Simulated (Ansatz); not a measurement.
## MoS2 in Ansatz: the effect of functional

The system is MoS2.

```xyz
6
Lattice="3.1690 0.0000 0.0000 -1.5845 2.7444 0.0000 0.0000 0.0000 12.3240" Properties=species:S:1:pos:R:3 pbc="T T T"
Mo    1.5845    0.9148    9.2430
Mo    0.0000    1.8296    3.0810
S     1.5845    0.9148    4.6461
S     0.0000    1.8296   10.8081
S     1.5845    0.9148    1.5159
S     0.0000    1.8296    7.6779
```

Alike in all runs:

* Program: Ansatz 0.2.0
* Task: band structure
* Potentials or basis: Ansatz PAW
* k mesh: 10 × 10 × 3
* Occupations: fermi-dirac, width 0.05 eV
* Spin: no spin polarisation

```tsv
functional	cutoff	gap on the mesh (eV)	pressure (GPa)
LDA	420 eV (not typed: the program's choice for these potentials)	0.85	-5.7
PBEsol	420 eV (not typed: the program's choice for these potentials)	0.88	-3.0
RPBE	420 eV (not typed: the program's choice for these potentials)	0.97	4.7
revPBE	420 eV (not typed: the program's choice for these potentials)	?	?
BLYP	420 eV (not typed: the program's choice for these potentials)	0.94	9.4
r2SCAN	500 eV (not typed: the program's choice for these potentials)	1.03	0.8
```

Problem. What does the run with functional revPBE give?

Solution. gap on the mesh 0.96 eV; pressure 3.9 GPa.

Caveats: the PAW data sets come from PBE, with cores solved anew for the run's functional, which leaves a small shift of forces and pressure; this functional lacks dispersion, which binds the layers, so the pressure and a relaxed spacing across them are unreliable (some runs).

A k mesh can miss the band edges.

Runs at the PBE level aren't shown here.
